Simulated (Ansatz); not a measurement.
**Te: how the energy converges with the cutoff**

Te, P3_221, a = 4.447 Å, c = 5.915 Å. Ansatz: PBEsol, PAW, cutoff varied, Γ-centred 9×9×6 mesh on 3 atoms, Gaussian smearing 0.01 eV; no spin polarisation. Single points at one geometry, the cutoff alone changed; ΔE is the energy at zero smearing over the run at 500 eV. The runs up to 350 eV lie under the cutoff recommended for these PAW datasets.

```tsv
cutoff (eV)	ΔE (meV/atom)
250	?
300	58.41
350	3.08
420	0.98
```

Task: Assume ΔE falls exponentially with the cutoff, fit y = ln ΔE against x, the cutoff in eV, to the other rows, and predict the missing value.

Result: y = 4.067, 1.125, -0.020. Means x = 356.7, y = 1.7240; Σ(Δx)² = 7267, ΣΔxΔy = -239.2; the slope is their ratio. y = 13.47 − 0.03292 x, a factor of ten per 70 eV. At 250 eV this gives ΔE = 188.67 meV/atom. The run gave 826.61, a ratio of 0.23. Between neighbouring rows the decay runs from a factor of ten per 39 eV to one per 141 eV, so one exponential is only a rough guide. The fast fall gives way to a slow tail, so a fit to low cutoffs promises convergence too early. The reference at 500 eV isn't the complete basis: by the fit it lies 0.05 meV/atom above it, and every ΔE is lowered by that much, or by more if the decay slows beyond the rows, as it often does.